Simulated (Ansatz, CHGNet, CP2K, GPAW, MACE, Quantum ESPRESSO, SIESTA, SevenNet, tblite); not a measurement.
**CP2K runs on NbH2(331) slab (72 atoms)**

How do the settings of CP2K change the result for NbH2(331) slab (72 atoms)? A plane-wave run serves as the yardstick.

Program: CP2K 2026.2. Level of theory: the method is named at each step. Results are calculated unless marked as measured.

## Step 1: The starting structure

The cell holds 72 atoms: 24 Nb and 48 H. Its edges and angles: a = 9.680 Å, b = 7.215 Å, c = 21.851 Å, α = 90.0°, β = 90.0°, γ = 102.9°. It derives from NbH2 (fluorite-type). Fluorite-type NbH2 (a = 4.563 Å), (331) slab of 8 repeat layers, 3 x 1 surface cells, 14 Å of vacuum; atoms within 2.51 Å of the bottom held; not relaxed, displaced by a Gaussian of 0.02 Å. Then every atom was moved at random, 0.05 Å r.m.s. a Cartesian component (hydrogen 0.6 of that). Vacuum lies along c.

The yardstick, on the same geometry:

| Item | Value |
| --- | --- |
| method | Kohn-Sham DFT, PBE, PAW, plane waves (Ansatz 0.2.0); cutoff 420 eV, Γ point, fermi-dirac smearing of 0.05 eV; PAW set soft_2 |
| r.m.s. force component | 0.6904 eV/Å |
| longest force | 2.906 eV/Å |
| SCF cycles | 10 |
| time | 12 s on 4 threads of Arm Neoverse V1, shared host |
| CPU time | 48 s |

## Step 2: PBE, DZVP-UZH, 600/50 Ry, diagonalisation

Method: Kohn-Sham DFT, PBE, GTH-PBE pseudopotentials, Gaussian and plane waves, DZVP-MOLOPT (UZH set), diagonalisation.

The input, input.inp:

```
&GLOBAL
  PROJECT cell
  RUN_TYPE ENERGY_FORCE
  PRINT_LEVEL LOW
&END GLOBAL
&FORCE_EVAL
  METHOD QS
  &DFT
    BASIS_SET_FILE_NAME BASIS_MOLOPT_UZH
    POTENTIAL_FILE_NAME POTENTIAL_UZH
    &MGRID
      CUTOFF 600
      REL_CUTOFF 50
      NGRIDS 5
    &END MGRID
    &QS
      EPS_DEFAULT 1.0E-12
    &END QS
    &SCF
      SCF_GUESS ATOMIC
      EPS_SCF 5.0E-06
      MAX_SCF 200
      ADDED_MOS 36
      &DIAGONALIZATION
        ALGORITHM STANDARD
      &END DIAGONALIZATION
      &SMEAR ON
        METHOD FERMI_DIRAC
        ELECTRONIC_TEMPERATURE [K] 580
      &END SMEAR
      &MIXING
        METHOD BROYDEN_MIXING
        ALPHA 0.2
        NBROYDEN 12
        BETA 0.05
      &END MIXING
      &PRINT
        &RESTART OFF
        &END RESTART
      &END PRINT
    &END SCF
    &XC
      &XC_FUNCTIONAL PBE
      &END XC_FUNCTIONAL
    &END XC
    &PRINT
      &MULLIKEN ON
      &END MULLIKEN
      &HIRSHFELD ON
        SHAPE_FUNCTION DENSITY
      &END HIRSHFELD
      &MO ON
        EIGENVALUES T
        OCCUPATION_NUMBERS T
        MO_INDEX_RANGE 169 192
        &EACH
          QS_SCF 0
        &END EACH
        ADD_LAST NUMERIC
      &END MO
    &END PRINT
  &END DFT
  &SUBSYS
    &CELL
      A 9.67958 0.00000 0.00000
      B -1.61326 7.03206 0.00000
      C 0.00000 0.00000 21.85118
    &END CELL
    &TOPOLOGY
      COORD_FILE_NAME structure.xyz
      COORD_FILE_FORMAT XYZ
    &END TOPOLOGY
    &KIND Nb
      BASIS_SET DZVP-MOLOPT-PBE-GTH-q13
      POTENTIAL GTH-PBE-q13
    &END KIND
    &KIND H
      BASIS_SET DZVP-MOLOPT-PBE-GTH-q1
      POTENTIAL GTH-PBE-q1
    &END KIND
  &END SUBSYS
  &PRINT
    &FORCES ON
    &END FORCES
  &END PRINT
&END FORCE_EVAL
```

The input, structure.xyz:

```xyz
72

Nb -1.58503 6.94486 7.26421
H 8.09913 1.01923 7.02406
H 6.46659 5.85018 7.51549
Nb 8.05594 2.54160 8.33251
H 6.44654 3.61617 8.01283
H 6.45109 1.39136 8.57593
Nb 6.47403 5.09121 9.36279
H 8.08260 6.20460 9.10233
H 8.09925 3.98401 9.59551
Nb 6.53851 0.58837 10.38171
H 8.11930 1.74479 10.18199
H 6.44604 6.56844 10.65857
Nb 8.01168 3.20289 11.47362
H 6.48863 4.35756 11.19327
H 6.45341 2.15378 11.65957
Nb 6.36665 5.85672 12.39858
H -1.51790 6.88052 12.24715
H 8.05007 4.76710 12.70690
Nb 6.51815 1.40578 13.50578
H 8.11172 2.51199 13.29338
H 8.02732 0.31961 13.79399
Nb 8.08416 3.98943 14.59178
H 6.47943 5.17482 14.33962
H 6.44326 2.86592 14.83608
Nb 4.85589 6.95105 7.24563
H 4.84605 1.01444 6.99369
H 3.21640 5.84294 7.49474
Nb 4.83624 2.49258 8.28247
H 3.22264 3.63438 8.03424
H 3.20873 1.36640 8.57768
Nb 3.23322 5.07680 9.34378
H 4.83974 6.20586 9.10298
H 4.85455 4.02916 9.67221
Nb 3.25390 0.75981 10.46453
H 4.86762 1.81153 10.14354
H 3.21874 6.51162 10.72696
Nb 4.86807 3.23524 11.43756
H 3.24852 4.37261 11.26625
H 3.16769 2.22797 11.72578
Nb 3.26928 5.81875 12.45932
H 4.80525 6.96842 12.21612
H 4.77904 4.72794 12.72132
Nb 3.29186 1.35972 13.56587
H 4.83674 2.51192 13.23548
H 4.85497 0.28824 13.76581
Nb 4.78038 3.97318 14.54349
H 3.24327 5.07307 14.27472
H 3.23993 2.84721 14.82865
Nb 1.60647 6.92482 7.26683
H 1.63732 1.04377 7.01707
H 0.00470 5.83963 7.55199
Nb 1.62899 2.50911 8.30279
H -0.00752 3.59760 8.07357
H 0.03207 1.40740 8.54316
Nb -0.02705 5.10042 9.34728
H 1.64245 6.24187 9.10692
[... 12 atom lines left out ...]
H 1.59294 0.28156 13.80579
Nb 1.66523 3.93423 14.65209
H 0.06326 5.07300 14.35338
H 0.01299 2.84201 14.79587
```

On the command line:

```sh
$ OMP_NUM_THREADS=1 mpirun -np 4 cp2k.psmp -i input.inp > output.txt
```

Numbers of over 12 decimals in the logs are rounded to 6 here.

Log:

```text
CP2K| version string:                                       CP2K version 2026.2
 CP2K| Input file name                                                 input.inp
 GLOBAL| Basis set file name                                    BASIS_MOLOPT_UZH
 GLOBAL| Potential file name                                       POTENTIAL_UZH
 GLOBAL| Run type                                                   ENERGY_FORCE
 GLOBAL| Total number of message passing processes                             4
 GLOBAL| Number of threads for this process                                    1
 TOTAL NUMBERS AND MAXIMUM NUMBERS
  Total number of            - Atomic kinds:                                   2
                             - Atoms:                                         72
                             - Shell sets:                                    72
                             - Shells:                                       336
                             - Primitive Cartesian functions:                384
                             - Cartesian basis functions:                    984
                             - Spherical basis functions:                    864
  Maximum angular momentum of- Orbital basis functions:                        3
                             - Local part of the GTH pseudopotential:          2
                             - Non-local part of the GTH pseudopotential:      4
 SCF PARAMETERS         Density guess:                                    ATOMIC
                        max_scf:                                             200
                        eps_scf:                                        5.00E-06
                        added MOs                                        36    0
                        Mixing method:                            BROYDEN_MIXING
                                                charge density mixing in g-space
                        Smear method:                                FERMI_DIRAC
                        Electronic temperature [K]:                        580.0
                        Electronic temperature [a.u.]:                  1.84E-03
                        Accuracy threshold:                             1.00E-10
 Extrapolation method: initial_guess
 Number of electrons:                                                        360
 Number of occupied orbitals:                                                180
 Number of molecular orbitals:                                               216
 Number of orbital functions:                                                864
 Number of independent orbital functions:                                    864
 SCF WAVEFUNCTION OPTIMIZATION
  Step     Update method      Time    Convergence         Total energy    Change
     1 NoMix/Diag. 0.20E+00    4.1     0.83793598     -1392.7516361195 -1.39E+03
     2 Broy./Diag. 0.20E+00    7.3     1.29380644     -1409.5152992217 -1.68E+01
     3 Broy./Diag. 0.20E+00    7.2     1.42419872     -1401.6533102826  7.86E+00
     4 Broy./Diag. 0.20E+00    6.9     1.06999061     -1395.2637001003  6.39E+00
[...]
32 Broy./Diag. 0.20E+00    7.6     0.00000501     -1386.8853502964  2.07E-05
    33 Broy./Diag. 0.20E+00    7.3     0.00000418     -1386.8853472963  3.00E-06
  *** SCF run converged in    33 steps ***
  Electronic density on regular grids:       -359.9999999999        0.0000000001
  Core density on regular grids:              359.9999999997       -0.0000000003
  Total charge density on r-space grids:       -0.0000000001
  Total charge density g-space grids:          -0.0000000001
  Overlap energy of the core charge distribution:               2.6818e-10
  Self energy of the core charge distribution:              -2544.400492
  Core Hamiltonian energy:                                    585.959638
  Hartree energy:                                             752.726640
  Exchange-correlation energy:                               -181.162655
  Electronic entropic energy:                                  -0.00847685
  Fermi energy:                                                 0.099254
  Total energy:                                             -1386.885347
  Total energy (extrapolated to T->0):                      -1386.881109
 MO| EIGENVALUES AND OCCUPATION NUMBERS
 MO|
 MO|  Index      Eigenvalue [a.u.]        Eigenvalue [eV]             Occupation
 MO|    169               0.069103               1.880395               2.000000
 MO|    170               0.071005               1.932141               2.000000
 MO|    171               0.071973               1.958472               1.999999
[...]
MO|    191               0.122277               3.327318               0.000007
 MO|    192               0.123514               3.360992               0.000004
 MO| Sum:                                                             360.000000
 MO| E(Fermi):            0.099254 a.u.          2.700837 eV
 !-----------------------------------------------------------------------------!
                     Mulliken Population Analysis
 #  Atom  Element  Kind  Atomic population                           Net charge
       1     Nb       1         12.619419                              0.380581
       2     H        2          1.202075                             -0.202075
       3     H        2          1.169109                             -0.169109
[...]
71     H        2          1.170919                             -0.170919
      72     H        2          1.198643                             -0.198643
 # Total charge                            360.000000                  0.000000
 !-----------------------------------------------------------------------------!
 !-----------------------------------------------------------------------------!
                           Hirshfeld Charges
  #Atom  Element  Kind  Ref Charge     Population                    Net charge
      1       Nb     1      13.000         12.640                         0.360
      2       H      2       1.000          1.182                        -0.182
      3       H      2       1.000          1.168                        -0.168
[...]
71       H      2       1.000          1.168                        -0.168
     72       H      2       1.000          1.184                        -0.184
  Total Charge                                                            0.001
 !-----------------------------------------------------------------------------!
 ENERGY| Total FORCE_EVAL ( QS ) energy [hartree]          -1386.885368
 FORCES| Atomic forces [hartree/bohr]
 FORCES|   Atom     x               y               z               |f|
 FORCES|      1 -5.18182936E-03  2.38216535E-02  4.37723220E-02   5.01032803E-02
 FORCES|      2 -5.31531731E-04  1.82851908E-03 -1.33691387E-02   1.35040690E-02
 FORCES|      3  7.26249589E-04 -4.80474683E-03 -7.88261650E-03   9.26005796E-03
[...]
FORCES|     71 -3.25152249E-03  3.93578691E-03  7.31419571E-03   8.91965672E-03
 FORCES|     72 -1.72134740E-03  3.05249309E-03  1.74311377E-02   1.77799131E-02
 FORCES| Sum     5.00910986E-06 -7.12980444E-08 -7.74082914E-07
 FORCES| Total atomic force                                       5.06906987E-06
```

Run time: 4.2 min. Hardware: 4 MPI ranks of Arm Neoverse V1, shared host; peak memory 5.6 GiB; 17 min of CPU time.

Banners, paths, timers and routine set-up lines are dropped from the logs unmarked, and long logs keep their key lines alone; longer cuts are marked.

Against the reference:

```yaml
r_m_s_force_component: 0.6829 eV/Å
r_m_s_difference_of_force_components: 27.96 meV/Å
longest_difference_of_force_vectors: 124.2 meV/Å
force_difference_over_r_m_s_force: 4.05 %
slope_of_forces_against_the_reference_s: 0.9884
correlation_of_force_components: 0.9992
```

Length of the force difference by element (eV/Å):

| element | atoms | mean | most |
| --- | --- | --- | --- |
| H | 48 | 0.018 | 0.034 |
| Nb | 24 | 0.074 | 0.12 |

A closer look about Nb70, which bears the longest force among the free atoms: 14 atoms, nearest first, numbered in the order of the input, with positions taken from that point.

| atom | x | y | z | distance (Å) | bonds | Hirshfeld charge (e) | Fx | Fy | Fz (eV/Å) |
| --- | --- | --- | --- | --- | --- | --- | --- | --- | --- |
| Nb70 | 0.00 | 0.00 | 0.00 | 0.00 | 6 | 0.36 | -0.13 | -0.83 | -2.68 |
| H48 | 1.57 | -1.09 | 0.18 | 1.92 | 3 | -0.19 | 0.04 | -0.16 | 0.83 |
| H47 | 1.58 | 1.14 | -0.38 | 1.98 | 3 | -0.17 | -0.22 | 0.31 | 0.68 |
| H72 | -1.65 | -1.09 | 0.14 | 1.99 | 3 | -0.18 | -0.09 | 0.16 | 0.90 |
| H71 | -1.60 | 1.14 | -0.30 | 1.99 | 3 | -0.17 | -0.17 | 0.20 | 0.38 |
| H68 | -0.03 | -1.41 | -1.42 | 2.00 | 4 | -0.15 | 0.01 | -0.11 | 1.01 |
| H66 | -0.11 | 0.75 | -1.92 | 2.06 | 4 | -0.15 | 0.39 | 0.13 | 0.71 |
| Nb46 | 3.12 | 0.04 | -0.11 | 3.12 | 6 | 0.35 | 0.73 | -0.98 | -1.81 |
| Nb61 | 0.06 | -0.69 | -3.16 | 3.23 | 8 | 0.28 | -1.99 | 0.34 | -0.28 |
| Nb43 | 1.63 | -2.57 | -1.09 | 3.23 | 7 | 0.34 | -0.87 | 1.38 | -1.53 |
| Nb67 | -1.72 | -2.53 | -1.13 | 3.26 | 7 | 0.33 | 0.81 | 0.59 | -1.38 |
| Nb22 | -3.26 | 0.06 | -0.06 | 3.26 | 6 | 0.36 | 0.17 | -0.86 | -2.30 |
| Nb40 | 1.60 | 1.88 | -2.19 | 3.31 | 8 | 0.29 | -1.08 | 0.46 | 0.92 |
| Nb64 | -1.68 | 1.86 | -2.16 | 3.31 | 8 | 0.30 | 0.67 | 0.61 | 0.90 |

Forces lie 4.0 % from the reference's, at 21 times its CPU time.

The difference per atom is largest on Nb (0.074 eV/Å on average, against 0.018 on H).

## Step 3: PBE, TZVP-UZH, 600/50 Ry, diagonalisation

Method: Kohn-Sham DFT, PBE, GTH-PBE pseudopotentials, Gaussian and plane waves, TZVP-MOLOPT (UZH set), diagonalisation.

input.inp: that of step 2 with these lines changed.

```diff
@@ -68,8 +68,32 @@
     &END CELL
-    &TOPOLOGY
-      COORD_FILE_NAME structure.xyz
-      COORD_FILE_FORMAT XYZ
-    &END TOPOLOGY
+    &COORD
+      SCALED
+      Nb 0.00085 0.98760 0.33244
+      H 0.86088 0.14494 0.32145
+      H 0.80672 0.83193 0.34394
+      Nb 0.89250 0.36143 0.38133
+      H 0.75170 0.51424 0.36670
+      H 0.69944 0.19786 0.39247
+      Nb 0.78950 0.72400 0.42848
+      H 0.98207 0.88233 0.41656
+      H 0.93116 0.56655 0.43913
+      Nb 0.68944 0.08367 0.47511
+      H 0.88016 0.24812 0.46597
+      H 0.82162 0.93407 0.48778
+      Nb 0.90360 0.45547 0.52508
+      H 0.77362 0.61967 0.51225
+      H 0.71775 0.30628 0.53359
+      Nb 0.79655 0.83286 0.56741
+      H 0.00626 0.97845 0.56048
+      H 0.94464 0.67791 0.58152
+      Nb 0.70671 0.19991 0.61808
+      H 0.89756 0.35722 0.60836
+[... 48 atom lines left out ...]
+      H 0.17124 0.04004 0.63181
+      Nb 0.26528 0.55947 0.67054
+      H 0.12677 0.72141 0.65687
+      H 0.06870 0.40415 0.67712
+    &END COORD
     &KIND Nb
-      BASIS_SET DZVP-MOLOPT-PBE-GTH-q13
+      BASIS_SET TZVP-MOLOPT-PBE-GTH-q13
       POTENTIAL GTH-PBE-q13
@@ -77,3 +101,3 @@
     &KIND H
-      BASIS_SET DZVP-MOLOPT-PBE-GTH-q1
+      BASIS_SET TZVP-MOLOPT-PBE-GTH-q1
       POTENTIAL GTH-PBE-q1
```

Log:

```text
CP2K| version string:                                       CP2K version 2026.2
 CP2K| Input file name                                                 input.inp
 GLOBAL| Basis set file name                                    BASIS_MOLOPT_UZH
 GLOBAL| Potential file name                                       POTENTIAL_UZH
 GLOBAL| Run type                                                   ENERGY_FORCE
 GLOBAL| Total number of message passing processes                             4
 GLOBAL| Number of threads for this process                                    1
[... lines left out ...]
                        Smear method:                                FERMI_DIRAC
[... lines left out ...]
 Number of electrons:                                                        360
[... lines left out ...]
  Step     Update method      Time    Convergence         Total energy    Change
[... lines left out ...]
  *** SCF run converged in    35 steps ***
[... lines left out ...]
  Fermi energy:                                                 0.098676
  Total energy:                                             -1386.917506
  Total energy (extrapolated to T->0):                      -1386.913194
[... lines left out ...]
 MO| E(Fermi):            0.098676 a.u.          2.685114 eV
[... lines left out ...]
                           Hirshfeld Charges
  #Atom  Element  Kind  Ref Charge     Population                    Net charge
      1       Nb     1      13.000         12.638                         0.362
      2       H      2       1.000          1.184                        -0.184
      3       H      2       1.000          1.169                        -0.169
[...]
71       H      2       1.000          1.170                        -0.170
     72       H      2       1.000          1.186                        -0.186
  Total Charge                                                            0.001
 !-----------------------------------------------------------------------------!
 ENERGY| Total FORCE_EVAL ( QS ) energy [hartree]          -1386.917531
 FORCES| Atomic forces [hartree/bohr]
 FORCES|   Atom     x               y               z               |f|
 FORCES|      1 -5.15829451E-03  2.39259712E-02  4.42273666E-02   5.05481954E-02
 FORCES|      2 -5.37319796E-04  1.82255138E-03 -1.33057517E-02   1.34407379E-02
 FORCES|      3  7.36583053E-04 -4.71842141E-03 -7.88263373E-03   9.21639679E-03
[...]
FORCES|     71 -3.28292484E-03  3.86040758E-03  7.27701170E-03   8.86765140E-03
 FORCES|     72 -1.73438212E-03  3.03812943E-03  1.73593292E-02   1.77083207E-02
 FORCES| Sum     5.02123256E-06 -3.57570436E-07 -1.06394520E-06
 FORCES| Total atomic force                                       5.14515426E-06
```

It took 4.4 min on 4 MPI ranks; peak memory 5.8 GiB; 18 min of CPU time.

Compared with the plane-wave run:

```yaml
r_m_s_force_component: 0.6852 eV/Å
r_m_s_difference_of_force_components: 24.63 meV/Å
longest_difference_of_force_vectors: 103.3 meV/Å
force_difference_over_r_m_s_force: 3.568 %
slope_of_forces_against_the_reference_s: 0.9919
correlation_of_force_components: 0.9994
```

Against the first run (4.0 %), the force difference from the reference is 3.6 %, at 1.1 times the CPU time, with 1128 basis functions against 864: the larger basis brings the forces nearer.

The difference per atom is largest on Nb (0.067 eV/Å on average, against 0.015 on H).

[end of part 1 of 3]

[Also dropped from logs without a mark: logging warnings of Python, and SIESTA's first energy breakdown and zero terms.]

[Logs are printed without paths, hosts, clocks, repeated set-up lines and the standing remarks that a program may print on its own settings, such as how far it seeks lower states.]

[Hosts, paths, dates, database ids (printed as entryN), source tags and the programs' standing remarks are cut or masked in the printed files.]
